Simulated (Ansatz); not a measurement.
## Phonons of fluorite-structured CeO2

Level of theory: DFT, PBEsol, scalar-relativistic, no spin polarisation; plane waves to 420 eV with PAW datasets (Ansatz 0.2.0), Gaussian smearing of 0.05 eV. The datasets are Ansatz's generated set soft_2.

```cif
data_structure
_symmetry_space_group_name_H-M 'P 1'
_symmetry_Int_Tables_number 1
_cell_length_a 3.8170
_cell_length_b 3.8170
_cell_length_c 3.8170
_cell_angle_alpha 60.000
_cell_angle_beta 60.000
_cell_angle_gamma 60.000
_cell_volume 39.32
loop_
_atom_site_label
_atom_site_type_symbol
_atom_site_fract_x
_atom_site_fract_y
_atom_site_fract_z
_atom_site_occupancy
Ce1 Ce 0.00000 0.00000 0.00000 1
O1 O 0.25000 0.25000 0.25000 1
O2 O 0.75000 0.75000 0.75000 1
```

The start was a prototype's sites filled with these elements; the Crystallography Open Database holds the compound in this structure.

Force constants come from finite displacements in a 2×2×2 supercell (the unit cell's 8×8×8 k-mesh, folded to it); the long-range dipole term is included. Points in reciprocal vectors of this cell: Γ = (0.000, 0.000, 0.000), X = (0.500, 0.000, 0.500), U = (0.625, 0.250, 0.625), K = (0.375, 0.375, 0.750), L = (0.500, 0.500, 0.500), W = (0.500, 0.250, 0.750).

Problem. Is the structure dynamically stable along this path, and where does the spectrum end?

Solution. Yes: no branch is imaginary beyond numerical noise. The highest frequency is 573 cm⁻¹, at X. Points that don't fit the supercell are interpolated.

Frequencies at the named points (cm⁻¹, imaginary ones negative):
```
point                             ω (cm⁻¹)
    Γ        0 0 0 277 277 434 434 434 531
    X  134 134 177 232 232 258 439 439 573
    U  132 169 187 227 262 295 422 455 540
    K  132 169 187 227 262 295 422 455 540
    L  116 116 209 340 340 371 371 401 507
    W  136 175 200 200 243 360 360 494 522
```

Problem. What does the harmonic approximation give for the vibrational free energy, entropy and heat capacity?

Solution. Zero-point energy 55.9 meV/atom.
```csv
T (K),F_vib (meV/atom),S (J/K per mole of atoms),C_V (J/K per mole of atoms)
100,54.4,4.7,8.7
200,44.8,13.6,16.9
300,26.6,21.3,20.6
400,1.3,27.5,22.3
500,-29.9,32.5,23.2
600,-65.9,36.8,23.7
700,-106.1,40.5,24.0
800,-149.7,43.7,24.2
900,-196.6,46.6,24.4
1000,-246.2,49.2,24.5
```

The highest mode, 573 cm⁻¹, is worth 820 K. At 300 K the heat capacity has reached 83 % of the classical limit 3R = 24.9 J/K per mole of atoms, since the stiffer modes are still partly frozen out.

Cost: 52 s on 4 threads of Arm Neoverse V2, on a shared host, peak memory 1.8 GiB.

For elements this heavy, spin–orbit coupling would shift levels and gaps; it isn't included here.
